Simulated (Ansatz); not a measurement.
ZnS: the gap against volume

ZnS, F-43m, a = 5.443 Å. The compound has several low-lying forms, and this is one of them. Ansatz: PBE, PAW, 420 eV, Γ-centred 10×10×10 mesh on 2 atoms, Gaussian smearing 0.02 eV; no spin polarisation. Symmetry fixes shape and atoms, so the cell is only scaled; x = ln(V/V0) with V0 = 20.157 Å³/atom. The gap is read at the mesh points alone.

| x | gap y (eV) |
| --- | --- |
| -0.1278 | 2.581 |
| -0.0943 | ? |
| -0.0619 | 2.286 |
| -0.0305 | 2.148 |
| 0.0000 | 2.016 |
| 0.0296 | 1.891 |
| 0.0583 | 1.771 |
| 0.0953 | 1.619 |

Question: Fit a straight line to the other rows, give the volume deformation potential of the gap and its pressure coefficient, and predict the missing gap. B0 = 69.5 GPa.

Answer: Means x = -0.005286, y = 2.0446; Σ(Δx)² = 0.03426, ΣΔxΔy = -0.1477; the slope is their ratio. y = 2.0218 − 4.3118 x. The slope is the deformation potential a = dE_g/d ln V = -4.31 eV, and dE_g/dP = −a/B0 = 62.0 meV/GPa. At x = -0.0943 the fit asked for gives 2.428 eV. The run gave 2.430 eV, so the fit is 0.002 eV too low, within the rms miss on the fitted rows (0.006 eV).

Semilocal functionals give gaps under the measured ones; changes of the gap mostly carry over better.